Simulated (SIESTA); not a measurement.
Runs of SIESTA 5.4.2 on AgCl (Chlorargyrite). The structure is cubic, space group Fm-3m (No. 225). The conventional cell has a = 5.470 Å, b = 5.470 Å, c = 5.470 Å, α = 90.00°, β = 90.00°, γ = 90.00°. Ag (site symmetry m-3m) is surrounded by 6 Cl at 2.73 Å. Cl (site symmetry m-3m) is surrounded by 6 Ag at 2.73 Å. 

```csv
task,level,potentials or basis,k mesh,wannier functions,bands left out below,wannier mesh,energy shift,gap on the mesh (eV),pressure (GPa),V0 of scaled cells (Å³/atom),B0 (GPa)
band structure,PBEsol,"PseudoDojo 0.4 standard (PBEsol files), DZP (energy shift 0.003 Ry; two zetas on semicore shells)",8 × 8 × 8,-,-,-,0.003 Ry,0.97,-0.4,-,-
band structure,BLYP,"PseudoDojo 0.4 standard (PBE files), DZP (energy shift 0.003 Ry; two zetas on semicore shells)",8 × 8 × 8,-,-,-,0.003 Ry,1.25,(d),-,-
single point,PBE,"PseudoDojo 0.4 standard (PBE files), DZP (energy shift 0.003 Ry; two zetas on semicore shells)",8 × 8 × 8,-,-,-,0.003 Ry,(c),4.2,-,-
equation of state,LDA,"PseudoDojo 0.4 standard (LDA files), DZP (energy shift 0.003 Ry; two zetas on semicore shells)",8 × 8 × 8,-,-,-,0.003 Ry,-,-,(a),73
band structure,AM05,"PseudoDojo 0.4 standard (PBEsol files), DZP (energy shift 0.003 Ry; two zetas on semicore shells)",8 × 8 × 8,-,-,-,0.003 Ry,1.05,0.7,-,-
equation of state,PBEsol,"PseudoDojo 0.4 standard (PBEsol files), DZP (energy shift 0.003 Ry; two zetas on semicore shells)",8 × 8 × 8,-,-,-,0.003 Ry,-,-,20.29,61
Wannier functions,LDA,"PseudoDojo 0.4 standard (LDA files), DZP (energy shift 0.003 Ry; two zetas on semicore shells)",6 × 6 × 6,13,0,5 × 5 × 5,0.003 Ry,0.87,-3.5,-,-
band structure,LDA,"PseudoDojo 0.4 standard (LDA files), DZP (energy shift 0.003 Ry; two zetas on semicore shells)",8 × 8 × 8,-,-,-,0.003 Ry,0.87,-3.5,-,-
band structure,vdW-DF-cx,"PseudoDojo 0.4 standard (PBE files), DZP (energy shift 0.003 Ry; two zetas on semicore shells)",8 × 8 × 8,-,-,-,0.003 Ry,1.04,0.6,-,-
single point,PBE,"PseudoDojo 0.4 standard (PBE files), DZP (energy shift 0.002 Ry)",8 × 8 × 8,-,-,-,0.002 Ry,(b),4.7,-,-
```

Alike in all rows: no spin polarisation; cell as given; smearing fermi-dirac 0.05 eV; grid cutoff 800 Ry.

Q: Fill in the values left out.

A: (a) 19.35; (b) 1.12; (c) 1.13; (d) 8.7.

Caveats: the basis of atomic orbitals isn't converged, which shifts pressures, moduli and gaps; short orbitals over semicore shells can move pressures by several GPa (some runs); the potentials were made for another functional, which shifts forces and pressure (some runs); semicore shells carry a single zeta, which can move pressures by several GPa and volumes by a few percent (some runs).

A k mesh can miss the band edges, and the runs leave out spin-orbit coupling on Ag.

Not every run made on this cell is shown here.
